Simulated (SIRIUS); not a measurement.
## CuI (Marshite) under changes of volume

One of the cells (27.859 Å³/atom); the others are scaled copies at fixed shape and fractional positions:

```xyz
2
Lattice="0.0000 3.0315 3.0315 3.0315 0.0000 3.0315 3.0315 3.0315 0.0000" Properties=species:S:1:pos:R:3 pbc="T T T"
I     0.0000    0.0000    0.0000
Cu    4.5473    4.5473    4.5473
```

* Program: SIRIUS 7.10.0
* Functional: PBEsol
* Potentials or basis: PseudoDojo 0.4.1 PBEsol standard (scalar relativistic)
* Cutoff: 1254 eV
* Density cutoff: 5016 eV
* k mesh: 8 × 8 × 8
* Occupations: fermi-dirac, width 0.05 eV
* Spin: no spin polarisation

| volume (Å³/atom) | energy over the lowest point (meV/atom) | pressure (GPa) | gap on the mesh (eV) |
| --- | --- | --- | --- |
| 26.188 | 0.00 | 0.3 | 1.14 |
| 26.745 | ? | ? | ? |
| 27.302 | 4.95 | -1.6 | 1.03 |
| 27.859 | 11.96 | -2.4 | 0.98 |
| 28.417 | 21.50 | -3.1 | 0.93 |
| 28.974 | 33.25 | -3.7 | 0.89 |
| 29.531 | 46.93 | -4.2 | 0.85 |

Task: What does the run at 26.745 Å³/atom give?

Result: Energy over the lowest point 0.83 meV/atom; pressure -0.7 GPa; gap on the mesh 1.08 eV.

Worked out: A Birch-Murnaghan fit of order 3 (a polynomial in V^(-2/3)) to the other rows has its minimum at 26.33 Å³/atom with B0 = V·E''(V) = 49 GPa and B' = 5.2. It gives 0.83 meV/atom at 26.745 Å³/atom, against the run's 0.83, and -dE/dV = -0.7 GPa, against -0.7. A straight line through the other rows of the gap, of slope -2.42 eV per unit of ln V, gives 1.08 eV, against the run's 1.08.

Energies are extrapolated to zero smearing.

Caveats: spin-orbit coupling is left out, which moves the levels of the heavy elements.

A mesh can miss the band edges.
